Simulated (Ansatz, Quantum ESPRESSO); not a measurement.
Al2Pt: programs and potentials compared

```
CELL_PARAMETERS angstrom
0.00000 2.95500 2.95500
2.95500 0.00000 2.95500
2.95500 2.95500 0.00000
ATOMIC_POSITIONS crystal
Pt 0.00000 0.00000 0.00000
Al 0.75000 0.75000 0.75000
Al 0.25000 0.25000 0.25000
```

Alike in all runs: task equation of state; functional PBE; k mesh 8 × 8 × 8; occupations fermi-dirac, width 0.05 eV; no spin polarisation; no spin-orbit coupling.

```csv
program and potentials,plane-wave cutoff (eV),notes,equilibrium volume (Å³/atom),bulk modulus (GPa)
"Ansatz, Ansatz PAW",420,-,?,?
"Ansatz, Ansatz PAW (earlier soft set)",420,-,17.52,129.2
"Ansatz, all-electron LAPW, scalar-relativistic",-,-,17.52,128.8
"Quantum ESPRESSO, SSSP 1.3 efficiency PBE",748,-,17.51,129.6
```

**Question.** Estimate from the other rows what the run with Ansatz, Ansatz PAW gave.

**Answer.** Equilibrium volume 17.52 Å³/atom; bulk modulus 129.1 GPa. The other rows, which needn't bracket it: equilibrium volume 17.51 to 17.52; bulk modulus 128.8 to 129.6.
